GPAW 26.7.0, PBE-D4, PAW data sets, 600 eV plane-wave cutoff, 0.05 eV Fermi-Dirac smearing: harmonic phonons of fcc copper at its relaxed cell (11×11×11 k mesh), from a 2×2×2 supercell (6×6×6 k mesh). Wave vectors 1 to 8, in units of the reciprocal cell, are (0,0,0), (0,0,½), (0,½,0), (0,½,½), (½,0,0), (½,0,½), (½,½,0) and (½,½,½).

```tsv
row	phonon q row (row)	phonon frequency (cm⁻¹)
1	1	0.00
2	1	0.00
3	1	0.00
4	2	123.80
5	2	123.80
6	2	272.20
7	3	123.80
8	3	123.80
9	3	272.20
10	4	183.10
11	4	183.10
12	4	264.70
13	5	123.80
14	5	123.80
15	5	272.20
16	6	183.10
17	6	183.10
18	6	264.70
19	7	183.10
20	7	183.10
21	7	264.70
22	8	123.80
23	8	123.80
24	8	272.20
```

The table lists three vibrations for each of eight wave vectors, which the column "phonon q row" numbers from 1 to 8. Copper has one atom in its smallest cell, and an atom can move in three independent directions, hence three frequencies each time. Apart from the three zeros of the first wave vector, only four different values occur. The lower ones are 123.8 and 183.1 cm⁻¹, far apart; the upper ones are 264.7 and 272.2 cm⁻¹, almost equal. The geometry of the crystal accounts for both facts.

The rise and fall down the table is not a curve of frequency against wavelength, because the wave vectors don't follow a path. Number 1 is the point Γ, where the wavelength is infinite. Numbers 2, 3, 5 and 8 are of the kind called L, and numbers 4, 6 and 7 of the kind called X. Within each kind the wave vectors point along equivalent directions of a cubic crystal, so their frequencies must repeat, and they do.

Each L or X wave vector has a pair of equal frequencies and a single higher one. Symmetry tells what they are. In the pair the atoms move across the direction of the wave, and the two crosswise directions are equivalent; these are the transverse modes. In the single mode the atoms move along the wave, which makes it longitudinal.

## Two limits: planes together and planes opposed

At Γ all atoms move together. No bond changes its length or direction, no force drives the atoms back, and the frequency is zero in all three directions. Such a uniform shift costs nothing in any crystal, however strong its bonds. With more than one atom in the smallest cell there would be further modes at Γ, in which the atoms of a cell move against each other, but copper has none.

L and X are the opposite limit. Here the atoms of one plane move together, while the planes directly above and below move the other way. At L these are the close-packed planes, stacked along the body diagonal of the cube; at X they are planes parallel to a cube face. Bonds within a plane are idle, and only those to the two adjacent planes are strained.

Each copper atom has 12 nearest neighbours. At L, six of them lie in its own plane and six in the adjacent planes. At X, four lie in its own plane and eight in the adjacent ones. An X vibration therefore strains more bonds than an L vibration, but this count alone would raise all the frequencies at X, which isn't what the table shows.

The count does explain the wave vector that looks irregular. In units of the reciprocal cell, number 2 is (0, 0, ½), number 4 is (0, ½, ½) and number 8 is (½, ½, ½). A component of ½ means that the motion reverses from one atom to the next along that cell edge. With three such components it reverses along all three edges, yet two reversals cancel along the bonds that join the ends of two edges. Six neighbours are left out of step, as for number 2, so number 8 is another L point and not a step beyond X.

## What the angle of a bond does

A strained bond resists according to its angle to the motion. Let $K$ be the stiffness of a bond against stretching, $M$ the mass of an atom and $\theta$ the angle between bond and motion. If an atom moves by $u$ and its neighbour by $-u$, the bond changes its length by $2u\cos\theta$. The resulting force has a component $2Ku\cos^2\theta$ against the motion. A bond along the motion resists fully, and a bond at right angles to it doesn't resist at all.

Summing over the $n$ neighbours that are out of step gives the angular frequency $\omega$:

$$M\omega^2 = 2K\,n\,\langle\cos^2\theta\rangle .$$

The brackets denote the average over these neighbours. Only two things matter, how many bonds are strained and how well they line up with the motion.

For longitudinal motion the two effects compensate. At L the six strained bonds are steep, with $\cos^2\theta = 2/3$; at X the eight strained bonds lean at 45°, with $\cos^2\theta = 1/2$. The products $6\times 2/3$ and $8\times 1/2$ are both 4, so that $M\omega^2 = 8K$ in either case. Fewer bonds in better alignment are as stiff as more bonds in worse alignment.

For transverse motion the two effects work together. The squared cosines of a bond with three perpendicular directions add up to 1, so what the longitudinal direction leaves over is shared by the two transverse ones. This gives an average of 1/6 at L and 1/4 at X. The steep bonds at L are nearly useless against sideways sliding, and there are fewer of them. Hence $M\omega^2$ is only $2K$ at L but $4K$ at X.

The squared frequencies should thus stand as 2 to 4 to 8 to 8, in the order transverse L, transverse X and the two longitudinal modes. This is the pattern of the table: a soft pair, a pair whose frequency is higher by almost half, and two nearly equal high frequencies.

## One frequency predicts the others

A worked estimate needs only one value from the table. Take the longitudinal mode at X, 264.7 cm⁻¹, for which $M\omega^2 = 8K$. The transverse mode at L has $2K$, a quarter of that, and a frequency goes as the square root of the stiffness. The estimate is therefore $264.7/2 \approx 132$ cm⁻¹. The table has 123.8 cm⁻¹, so the estimate is about 7% too high, for a row that played no part in it.

A least-squares fit of the squared frequencies in all 24 rows, with $K/M$ as the only constant, does about equally well. The transverse L mode is again the worst, 7.5% above its value in the table, and the other modes are met within 3%. With the mass of copper the constant corresponds to a bond stiffness of about 2.1 eV/Å². Stretching one such bond by 0.1 Å would cost about 0.01 eV.

A second comparison needs neither the angles nor the value of $K$. If the three squared frequencies of one wave vector are added, the angles drop out, and each neighbour out of step contributes the same amount. Forces between nearest neighbours then require the sums at L and X to stand as 6 to 8, a ratio of 0.75. The table gives 0.764, which is 2% higher. The sums thus stand almost as the number of strained nearest bonds requires, even if a bond also resists being turned. This doesn't rule out forces of longer range, since those between third neighbours would give the same ratio.

## Why the softest mode is softer still

The simple picture errs in opposite directions at L. It puts the transverse mode too high and the longitudinal one slightly too low. Both errors shrink if a bond is allowed a second constant, for displacements at right angles to its length. A fit of the squared frequencies in all rows with both constants brings every nonzero frequency within 1.2% of the table. The sideways constant comes out negative and amounts to only 3.6% of the stretching constant.

So small a term matters because the transverse L mode hardly stretches its bonds. On average 1/6 of the squared displacement lies along a bond and 5/6 across it, so the sideways constant counts five times as much as the stretching constant. A reduction of 3.6% becomes $5\times 3.6\% = 18\%$ of the stretching part of $M\omega^2$, or about 9% in frequency. In the longitudinal L mode the sideways share is only half the stretching share, and the same term is barely felt. A mode that is soft because of its geometry is easily shifted by small forces that the simple picture omits.

The fit has two constants for four independent frequencies, since the remaining rows are copies by symmetry or zeros. It is a compact description rather than a severe test. One possible reading of the negative sign, and no more than a guess, is that neighbouring atoms push each other apart slightly while the shared electrons hold the crystal together. A bond that pushes behaves like a strut under load, which gives way sideways more easily.

The two longitudinal frequencies differ by 3%, where a single spring would make them equal. The calculation used a working mesh of k points whose convergence was not tested, and for a metal this can matter at such a level. The near equality is therefore safer than the order of the two values.

## Between the limits

The same reasoning covers wavelengths between the two limits. Suppose that the motion of adjacent planes differs by a phase $\varphi$, which is zero at Γ and 180° at L or X. The strained bonds and their angles stay the same along either line, and only the relative motion of the planes changes. With a single spring each frequency then follows

$$\omega(\varphi) = \omega_{\text{end}}\,\sin(\varphi/2),$$

where $\omega_{\text{end}}$ is the value at L or X.

Halfway along the line from Γ to L, the frequencies should therefore have reached about 70% of their final values. The longitudinal one should remain roughly twice the transverse one all the way. This is a consequence of the spring picture, as the table holds only the end points. For another direction the same two questions help: which neighbours are out of step, and how nearly do their bonds point along the motion? Away from such symmetric lines, however, the motion is in general neither purely along the wave nor purely across it, so its direction has to be found as well.

## The scale of the frequencies

In the spring picture geometry fixes the ratios, but the common scale depends on $K$ and so on the length of the bonds. The calculated frequencies lie roughly a tenth above measured ones, as far as rough recalled values allow a comparison. Before the vibrations were computed the cell was relaxed, and its volume shrank by 2.7%. Shorter bonds are normally stiffer, so the shrinkage probably accounts for part of the excess.

A likely cause of the shrinkage is the added dispersion correction, since corrections of this type tend to contract metals such as copper too much. This remains untested here, because no calculation without the correction stands beside this one. For practical use the ratios between the modes deserve more trust than the absolute values. A change that stiffened all bonds by the same factor would shift every frequency in proportion and leave the pattern as it is.
